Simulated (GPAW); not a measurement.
Here is a GPAW 26.7.0 calculation.

File run.py:

```python
import spglib
from ase import Atoms
from ase.eos import EquationOfState
from ase.io import Trajectory, read
from ase.units import GPa
from gpaw import GPAW, PW

atoms = read('HgTe.cif')
cell, positions, numbers = spglib.find_primitive(
    (atoms.cell[:], atoms.get_scaled_positions(), atoms.numbers), symprec=1e-4)
atoms = Atoms(numbers, cell=cell, scaled_positions=positions, pbc=True)

traj = Trajectory('eos.traj', 'w')
volumes, energies = [], []
for x in [0.94, 0.96, 0.98, 1.0, 1.02, 1.04, 1.06]:
    a = atoms.copy()
    a.set_cell(atoms.cell * x**(1 / 3), scale_atoms=True)
    calc = GPAW(mode=PW(600),
                xc='MGGA_X_REVTPSS+MGGA_C_REVTPSS',
                kpts={'size': (6, 6, 6), 'gamma': True},
                occupations={'name': 'fermi-dirac', 'width': 0.05},
                nbands=18,
                convergence={'density': 1e-05, 'energy': 1e-05},
                eigensolver='davidson',
                maxiter=150,
                txt=f'eos-{x:.2f}.txt')
    a.calc = calc
    energies.append(a.get_potential_energy(force_consistent=True))
    volumes.append(a.get_volume())
    p = -a.get_stress()[:3].mean() / GPa
    calc.write(f'eos-{x:.2f}.gpw')
    traj.write(a)
    print(f'{x:.2f} {volumes[-1]:10.4f} A^3 {energies[-1]:14.6f} eV {p:9.3f} GPa', flush=True)

v0, e0, B = EquationOfState(volumes, energies, eos='birchmurnaghan').fit()
print(f'V0 = {v0:.4f} A^3, E0 = {e0:.6f} eV, B0 = {B / GPa:.2f} GPa')
```

The input HgTe.cif:

```cif
data_HgTe
_cell_length_a 6.42900000
_cell_length_b 6.42900000
_cell_length_c 6.42900000
_cell_angle_alpha 90.00000000
_cell_angle_beta 90.00000000
_cell_angle_gamma 90.00000000
_space_group_name_H-M_alt 'F-43m'
_space_group_name_Hall 'F -4 2 3'
_space_group_IT_number 216
loop_
_space_group_symop_operation_xyz
'x,y,z'
'y,-x,-z'
'-x,-y,z'
'-y,x,-z'
'x,-y,-z'
'y,x,z'
'-x,y,-z'
'-y,-x,z'
'z,x,y'
'-z,y,-x'
'z,-x,-y'
'-z,-y,x'
'-z,x,-y'
'z,y,x'
'-z,-x,y'
'z,-y,-x'
'y,z,x'
'-x,-z,y'
'-y,z,-x'
'x,-z,-y'
'-y,-z,x'
'x,z,y'
'y,-z,-x'
'-x,z,-y'
'x,y+1/2,z+1/2'
'y,-x+1/2,-z+1/2'
'-x,-y+1/2,z+1/2'
'-y,x+1/2,-z+1/2'
'x,-y+1/2,-z+1/2'
'y,x+1/2,z+1/2'
'-x,y+1/2,-z+1/2'
'-y,-x+1/2,z+1/2'
'z,x+1/2,y+1/2'
'-z,y+1/2,-x+1/2'
'z,-x+1/2,-y+1/2'
'-z,-y+1/2,x+1/2'
'-z,x+1/2,-y+1/2'
'z,y+1/2,x+1/2'
'-z,-x+1/2,y+1/2'
'z,-y+1/2,-x+1/2'
'y,z+1/2,x+1/2'
'-x,-z+1/2,y+1/2'
'-y,z+1/2,-x+1/2'
'x,-z+1/2,-y+1/2'
'-y,-z+1/2,x+1/2'
'x,z+1/2,y+1/2'
'y,-z+1/2,-x+1/2'
'-x,z+1/2,-y+1/2'
'x+1/2,y,z+1/2'
'y+1/2,-x,-z+1/2'
'-x+1/2,-y,z+1/2'
'-y+1/2,x,-z+1/2'
'x+1/2,-y,-z+1/2'
'y+1/2,x,z+1/2'
'-x+1/2,y,-z+1/2'
'-y+1/2,-x,z+1/2'
'z+1/2,x,y+1/2'
'-z+1/2,y,-x+1/2'
'z+1/2,-x,-y+1/2'
'-z+1/2,-y,x+1/2'
'-z+1/2,x,-y+1/2'
'z+1/2,y,x+1/2'
'-z+1/2,-x,y+1/2'
'z+1/2,-y,-x+1/2'
'y+1/2,z,x+1/2'
'-x+1/2,-z,y+1/2'
'-y+1/2,z,-x+1/2'
'x+1/2,-z,-y+1/2'
'-y+1/2,-z,x+1/2'
'x+1/2,z,y+1/2'
'y+1/2,-z,-x+1/2'
'-x+1/2,z,-y+1/2'
'x+1/2,y+1/2,z'
'y+1/2,-x+1/2,-z'
'-x+1/2,-y+1/2,z'
'-y+1/2,x+1/2,-z'
'x+1/2,-y+1/2,-z'
'y+1/2,x+1/2,z'
'-x+1/2,y+1/2,-z'
'-y+1/2,-x+1/2,z'
'z+1/2,x+1/2,y'
'-z+1/2,y+1/2,-x'
'z+1/2,-x+1/2,-y'
'-z+1/2,-y+1/2,x'
'-z+1/2,x+1/2,-y'
'z+1/2,y+1/2,x'
'-z+1/2,-x+1/2,y'
'z+1/2,-y+1/2,-x'
'y+1/2,z+1/2,x'
'-x+1/2,-z+1/2,y'
'-y+1/2,z+1/2,-x'
'x+1/2,-z+1/2,-y'
'-y+1/2,-z+1/2,x'
'x+1/2,z+1/2,y'
'y+1/2,-z+1/2,-x'
'-x+1/2,z+1/2,-y'
loop_
_atom_site_label
_atom_site_type_symbol
_atom_site_symmetry_multiplicity
_atom_site_Wyckoff_symbol
_atom_site_fract_x
_atom_site_fract_y
_atom_site_fract_z
_atom_site_occupancy
Hg1 Hg 4 a 0.0000000000 0.0000000000 0.0000000000 1
Te1 Te 4 c 0.2500000000 0.2500000000 0.2500000000 1
```

Potentials or basis: GPAW PAW data sets (gpaw-data 1.2.1), pw.

The run is started by

```console
$ OMP_NUM_THREADS=1 python run.py
```

Task: What does it give for the equilibrium volume?

Result: 35.48 Å³/atom (rough: see the caveat).

Task: Predict the bulk modulus.

Result: 38 GPa (rough).

Energy against volume, from the lowest point:
```tsv
volume (Å³/atom)	energy (meV/atom)
31.223	78.40
31.887	53.39
32.551	33.90
33.215	19.32
33.880	9.13
34.544	2.83
35.208	0.00
```

Caveat: the minimum lies outside the volumes run; the PAW data sets were made with another functional, which shifts forces and pressure a little. The run has no spin-orbit coupling, so splittings on Hg, Te are missing.
